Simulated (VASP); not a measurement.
Set up this calculation in VASP 6.6.1, as an ASE script.

- Task: band structure
- Functional: RPBE
- Potentials or basis: VASP PAW PBE potentials, release 64 (Si, W)
- Cutoff: 500 eV
- k mesh: 7 × 6 × 7
- Occupations: gaussian, width 0.01 eV
- Spin: no spin polarisation
- Further INCAR settings: ALGO = Fast; EDIFF = 1.00e-06; ISYM = 0

The structure of Si2W lies in Si2W.xyz:

```xyz
6
Lattice="-3.2501705600 3.1283777800 0.0523641100 3.2736016100 3.1518088200 0.0712099800 1.6135266400 -1.6399799700 -4.2118530600" Properties=species:S:1:pos:R:3 pbc="T T T"
Si    -1.5079450817      1.5738668149     -1.1858384522
Si     1.6560803447      1.5539989335     -1.4224449224
Si    -0.0440635337     -0.0318432975     -2.8001838601
Si     0.0045064548      3.1230944445     -2.7099379379
W      3.2043236842      3.1723007854     -0.0167380675
W      0.0124859695      3.1786833323      0.0444642523
```

The cell isn't the ideal one: all atoms moved at random, sigma 0.05 Å a component, cell strained at random, sigma 0.06; atoms moved at random, drawn with an rms of 0.05 Å.

The input as run:

run.py

```python
from ase.calculators.vasp import Vasp
from ase.dft.bandgap import bandgap
from ase.io import read

atoms = read('Si2W.xyz')
calc = Vasp(
    directory='calc',
    xc='rpbe',
    pp='PBE',
    setups='minimal',
    prec='Accurate',
    encut=500,
    ediff=1e-06,
    ismear=0,
    sigma=0.01,
    lreal=False,
    lasph=True,
    nelm=100,
    algo='Fast',
    isif=2,
    lwave=False,
    lcharg=True,
    lmaxmix=4,
    kpts=[7, 6, 7],
    gamma=True,
)
atoms.calc = calc

print('energy (eV):', atoms.get_potential_energy())
print('free energy (eV):', atoms.get_potential_energy(force_consistent=True))
efermi = calc.get_fermi_level()
print('Fermi level (eV):', efermi)
path = atoms.cell.bandpath(npoints=60, eps=1e-4)
print('path:', path.path)
calc.set(kpts=path.kpts, reciprocal=True, icharg=11, isym=0, lcharg=False)
calc.calculate(atoms)
print('gap on the path (eV):', bandgap(calc, efermi=efermi)[0])
print('direct gap on the path (eV):', bandgap(calc, efermi=efermi, direct=True)[0])
```

Potentials or basis: VASP PAW PBE potentials, release 64 (Si, W).

Run with:

```bash
$ python run.py
```

It gave:

```yaml
Band_gap_along_the_path: none (metal or under the smearing width)
```

Caveat: the log is that of the step along the path at fixed density, whose energy, stress, charges and moments have no meaning; spin-orbit coupling is left out, which moves the levels of the heavy elements.

It took 3.7 min on 1 thread of Intel(R) Xeon(R) Platinum 8375C CPU @ 2.90GHz (Ice Lake), with other jobs on the host, peak memory 0.24 GiB.
